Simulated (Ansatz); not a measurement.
WS2 (Tungstenite):

```
W S
1.0
     3.18000    0.00000    0.00000
    -1.59000    2.75396    0.00000
     0.00000    0.00000   12.50000
W S
2 4
Direct
  0.66667 0.33333 0.75000
  0.33333 0.66667 0.25000
  0.66667 0.33333 0.37500
  0.33333 0.66667 0.87500
  0.66667 0.33333 0.12500
  0.33333 0.66667 0.62500
```

Base run:

```yaml
Program: Ansatz 0.2.0
Functional: LDA
Potentials_or_basis: Ansatz PAW
Cutoff: 420 eV
Density_cutoff: 1680 eV
k_mesh: 7 × 7 × 3
Occupations: fermi-dirac, width 0.05 eV
Spin: spin-orbit coupling, no magnetisation
```

Its results: band gap on the k mesh 1.02 eV, indirect (least direct gap 2.13 eV); pressure -5.7 GPa; largest force 0.361 eV/Å.

**Question.** The run is repeated on the same cell with these changes: functional from LDA to PBE. What comes out?

**Answer.** Band gap on the k mesh 1.09 eV, indirect (least direct gap 2.15 eV); pressure 2.2 GPa; largest force 0.124 eV/Å.

PBE binds less tightly than LDA, so the same cell stands under more pressure.

Caveats: the k mesh misses the band edges, so the gap on the mesh is wider than the one along the path; the PAW data sets come from PBE, with cores solved anew for the run's functional, which leaves a small shift of forces and pressure (some runs); this functional lacks dispersion, which binds the layers, so the pressure and a relaxed spacing across them are unreliable (some runs).

Not every run made on this cell is shown here.
